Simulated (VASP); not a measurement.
Here is a VASP 6.6.1 calculation.

The input INCAR:

```
SYSTEM = Mg2Ge
PREC = Accurate ; ENCUT = 520
EDIFF = 1E-6 ; ISMEAR = 0
SIGMA = 0.01 ; LREAL = .FALSE.
LASPH = .TRUE. ; NELM = 100
ALGO = Normal ; ISIF = 2
LWAVE = .FALSE. ; LCHARG = .FALSE.
GGA = PE ; NBANDS = 16
```

File KPOINTS:

```
Automatic mesh
0
G
  10 10 10
  0 0 0
```

Contents of POSCAR:

```
Mg2Ge
1.0
    0.0000000000      3.2109592253      3.2109592253
    3.2109592253      0.0000000000      3.2109592253
    3.2109592253      3.2109592253      0.0000000000
Mg Ge
2 1
Direct
    0.2500000000      0.2500000000      0.2500000000
    0.7500000000      0.7500000000      0.7500000000
    0.0000000000      0.0000000000      0.0000000000
```

Potentials or basis: VASP PAW PBE potentials, release 64 (Mg, Ge_d).

The run is started by

```bash
$ cat potpaw_PBE.64/Mg/POTCAR potpaw_PBE.64/Ge_d/POTCAR > POTCAR
$ mpirun -np 1 vasp_std > vasp.out
```

**Question.** What does it give for the band gap on the k mesh?

**Answer.** 0.16 eV, indirect (least direct gap 0.94 eV).

**Question.** Predict the pressure.

**Answer.** -0.2 GPa.

A k mesh can miss the band edges. A hybrid or GW would open this gap; PBE tends to underestimate it.
